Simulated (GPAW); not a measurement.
GaAs: band structure with TASK

**The experiment to reproduce.**

From “Evidence of valence band perturbations in GaAsN/GaAs(001): A combined variable-angle spectroscopic ellipsometry and modulated photoreflectance investigation”, 2008, arxiv:0805.2212, for a bulk crystal of GaAs at 300 K: band gap 1.418 ± 0.005 eV (direct).

GaAs:

```
As Ga
1.0
     0.00000    2.82685    2.82685
     2.82685    0.00000    2.82685
     2.82685    2.82685    0.00000
As Ga
1 1
Direct
  0.75000 0.75000 0.75000
  0.00000 0.00000 0.00000
```

```json
{
 "Program": "GPAW 26.7.0",
 "Task": "band structure",
 "Functional": "TASK",
 "Potentials or basis": "GPAW PAW data sets (gpaw-data 1.2.1)",
 "Cutoff": "600 eV",
 "Basis": "pw",
 "k mesh": "8 × 8 × 8",
 "Occupations": "fermi-dirac, width 0.05 eV",
 "Spin": "spin-orbit coupling, no magnetisation",
 "Maxiter": "150",
 "Band path": "GXWKGLUWLK,UX",
 "Band points": "80",
 "spin axis theta (degrees)": "90",
 "spin axis phi (degrees)": "0",
 "Soc after scf": "second variation without the xc potential"
}
```

- Pressure: 4.4 GPa
- Band gap on the k mesh: 1.55 eV, direct
- Band gap along the path: 1.55 eV, direct

Levels at the corners of the path, in eV from the valence-band top:
```
point  band 6  band 7  band 8  band 9  band 10  band 11
    Γ    0.00    0.00    0.00    1.55     1.55     4.28
    X   -3.08   -2.99   -2.99    2.37     2.37     2.42
    W   -3.84   -3.67   -3.63    5.35     5.52     5.83
    K   -4.19   -2.58   -2.57    2.81     2.82     5.62
    Γ    0.00    0.00    0.00    1.55     1.55     4.28
    L   -1.47   -1.26   -1.26    1.83     1.83     5.43
    U   -4.19   -2.58   -2.57    2.81     2.82     5.62
    W   -3.84   -3.67   -3.63    5.35     5.52     5.83
    L   -1.47   -1.26   -1.26    1.83     1.83     5.43
    K   -4.19   -2.58   -2.57    2.81     2.82     5.62
    U   -4.19   -2.58   -2.57    2.81     2.82     5.62
    X   -3.08   -2.99   -2.99    2.37     2.37     2.42
```

It took 74 s on 1 thread of Intel(R) Xeon(R) CPU @ 2.80GHz (Skylake/Cascade Lake), on a shared host, peak memory 0.34 GiB.

Against the measured gap of GaAs, 1.418 eV (direct; 300 K; “Evidence of valence band perturbations in GaAsN/GaAs(001): A combined variable-angle spectroscopic ellipsometry and modulated photoreflectance investigation”, 2008, arxiv:0805.2212), the calculated 1.55 eV is off by +0.13 eV. 3 values of this kind are on record (1.412 to 1.51 eV); this one was drawn at random among those near their median, those with a stated uncertainty first. The value is that of TASK, without temperature or zero-point motion.

Caveat: spin-orbit coupling was added after a scalar SCF, so levels and gaps hold it while energy, forces, pressure and moments don't; this program's spin-orbit splittings come out too wide for heavy elements; the PAW data sets were made with another functional, which shifts forces and pressure a little.
